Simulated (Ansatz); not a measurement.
Cell and atoms are relaxed with the symmetry kept. Start:

```
Al Cu
1.0
     4.09195    0.00000    0.00000
    -2.04598    3.54373    0.00000
     0.00000    0.00000    4.99278
Al Cu
3 2
Cartesian
  0.0000 0.0000 0.0000
  0.0000 2.3625 1.7471
  2.0460 1.1812 3.2457
  0.0000 2.3625 4.1915
  2.0460 1.1812 0.8013
```

All numbers below come from DFT PBEsol, scalar-relativistic, plane waves, PAW (Ansatz).

Plane waves to 420 eV, a k mesh through Γ of 12×12×8 on the computed 5-atom cell and Gaussian smearing (0.10 eV); no spin polarisation.

**Question.** What does it relax to?

**Answer.** The volume rises by 0.02 Å³/atom to 14.50 Å³/atom, and the energy falls by 0.3 meV/atom. Final structure:
```cif
data_structure
_symmetry_space_group_name_H-M 'P-3m1'
_symmetry_Int_Tables_number 164
_cell_length_a 4.0986
_cell_length_b 4.0986
_cell_length_c 4.9821
_cell_angle_alpha 90.000
_cell_angle_beta 90.000
_cell_angle_gamma 120.000
_cell_volume 72.48
loop_
_atom_site_label
_atom_site_type_symbol
_atom_site_symmetry_multiplicity
_atom_site_Wyckoff_symbol
_atom_site_fract_x
_atom_site_fract_y
_atom_site_fract_z
_atom_site_occupancy
Al1 Al 1 a 0.00000 0.00000 0.00000 1
Al2 Al 2 d 0.33333 0.66667 0.35151 1
Cu1 Cu 2 d 0.33333 0.66667 0.84229 1
```

Course of the relaxation (steps run on the plane waves of an earlier cell, and the basis is chosen afresh near the end, so energy and pressure can step there; trial steps that raised the energy were taken back; energies are free energies):

```tsv
step	E − E_final (meV/atom)	largest force component (eV/Å)	P (GPa)	V (Å³/atom)
1	0.3	0.062	0.13	14.48
2	0.1	0.045	0.04	14.49
3	0.0	0.005	0.06	14.49
4	0.0	0.003	-0.03	14.50
5	0.0	0.003	-0.03	14.50
```